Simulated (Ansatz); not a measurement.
The system is Ti.

```
Ti
1.0
     2.95000    0.00000    0.00000
    -1.47500    2.55477    0.00000
     0.00000    0.00000    4.68000
Ti
2
Direct
  0.66667 0.33333 0.75000
  0.33333 0.66667 0.25000
```

| Quantity | Value |
| --- | --- |
| Program | Ansatz 0.2.0 |
| Task | relaxation of cell and atoms |
| Functional | PBEsol0 |
| Potentials or basis | Ansatz PAW |
| Cutoff | 420 eV (not typed: the program's choice for these potentials) |
| k mesh | 5 × 5 × 3 |
| Occupations | fermi-dirac, width 0.05 eV |
| Spin | no spin polarisation |

At the start: volume 17.64 Å³/atom.

Task: How do energy, volume and symmetry change on relaxing?

Result: It ends after 5 steps and the volume is 16.65 Å³/atom (-5.6 %); space group P6_3/mmc (No. 194, to 0.05 Å).

The path:
| step | energy change (eV) | largest force (eV/Å) | volume (Å³) |
| --- | --- | --- | --- |
| 1 | 0.0000 | 0.0000 | 35.27 |
| 2 | -0.0470 | 0.0000 | 33.47 |
| 3 | -0.0474 | 0.0000 | 33.29 |
| 4 | -0.0474 | 0.0000 | 33.30 |
| 5 | -0.0470 | 0.0000 | 33.30 |

Final structure:
```yaml
crystal:
  lattice:
    - [2.90289, 0.00000, 0.00000]
    - [-1.45144, 2.51398, 0.00000]
    - [0.00000, 0.00000, 4.56358]
  atoms:
    - { symbol: Ti, position: [0.66667, 0.33333, 0.75000] }
    - { symbol: Ti, position: [0.33333, 0.66667, 0.25000] }
```

Caveat: the k mesh is coarse (spacing up to 0.49 Å⁻¹), so the values aren't converged, least of all with exact exchange; the plane-wave basis is chosen anew once the cell has moved, so the energies of steps on either side of that aren't comparable; the PAW data sets come from PBE, with cores solved anew for the run's functional, which leaves a small shift of forces and pressure.
